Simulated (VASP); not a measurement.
Crystal: CdO (Monteponite).

```xyz
2
Lattice="0.0000 2.3495 2.3495 2.3495 0.0000 2.3495 2.3495 2.3495 0.0000" Properties=species:S:1:pos:R:3 pbc="T T T"
Cd    0.0000    0.0000    0.0000
O     2.3495    2.3495    2.3495
```

| Quantity | Value |
| --- | --- |
| Program | VASP 6.6.1 |
| Task | relaxation of cell and atoms |
| Functional | PBE |
| Dispersion | D3 |
| Potentials or basis | VASP PAW PBE potentials, release 64 (Cd, O) |
| Cutoff | 600 eV |
| k mesh | 10 × 10 × 10 |
| Occupations | fermi-dirac, width 0.05 eV |
| Spin | no spin polarisation |

At the start: pressure 5.3 GPa; volume 12.97 Å³/atom.

**Question.** How do energy, volume and symmetry change on relaxing?

**Answer.** Over 3 steps the energy falls by 8.0 meV/atom and the volume is 13.48 Å³/atom (+3.9 %); space group Fm-3m (No. 225, to 0.05 Å).

The path:
```
step  energy change (eV)  largest force (eV/Å)  pressure (GPa)  volume (Å³)
   1              0.0000                0.0000            5.27        25.94
   2             -0.0108                0.0000           -2.69        27.58
   3             -0.0161                0.0000            0.00        26.95
```

Final structure:
```
Cd O
1.0
     0.00000    2.37977    2.37977
     2.37977    0.00000    2.37977
     2.37977    2.37977    0.00000
Cd O
1 1
Direct
  0.00000 0.00000 0.00000
  0.50000 0.50000 0.50000
```

Caveat: pairwise dispersion overbinds metals, which lowers pressure and volume.
